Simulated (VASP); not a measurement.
# TiO: single point with r2SCAN+U

The system is TiO.

```
Ti O
1.0
     2.70834    0.00000    0.00000
     0.00000    2.70834    0.00000
     0.00000    0.00000    2.70834
Ti O
1 1
Direct
  0.00000 0.00000 0.00000
  0.50000 0.50000 0.50000
```

The cell comes from a database or a generator and needn't be the stable form of this composition.

```yaml
Program: VASP 6.6.1
Task: single point
Functional: r2SCAN
Potentials_or_basis: VASP PAW PBE potentials, release 64 (Ti_sv, O)
Cutoff: 520 eV
k_mesh: 7 × 7 × 7
Occupations: gaussian, width 0.05 eV
Spin: no spin polarisation
Hubbard_terms: Ti d U = 4 eV
```

```json
{
  "Pressure": "-8.7 GPa",
  "Band gap on the k mesh": "none (metal or under the smearing width)"
}
```

Levels at points of the mesh, in eV from the Fermi level:
```tsv
k point	band 6	band 7	band 8	band 9	band 10	band 11	band 12	band 13
(0.00, 0.00, 0.00)	-4.74	-4.74	-4.74	-3.09	-3.09	1.56	3.71	3.71
```

Eigenvalues of the final occupation matrices:
```tsv
site	spin	trace	eigenvalues
site 1 d	1	1.01	0.06 0.06 0.06 0.41 0.41
site 1 d	2	1.01	0.06 0.06 0.06 0.41 0.41
```

It took 48 s on 1 thread of Intel(R) Xeon(R) Platinum 8259CL CPU @ 2.50GHz (Skylake/Cascade Lake) (shared host), peak memory 0.13 GiB.

Caveat: the PAW data sets were made with another functional, which shifts forces and pressure a little; U without spin polarisation on a metal has little footing.
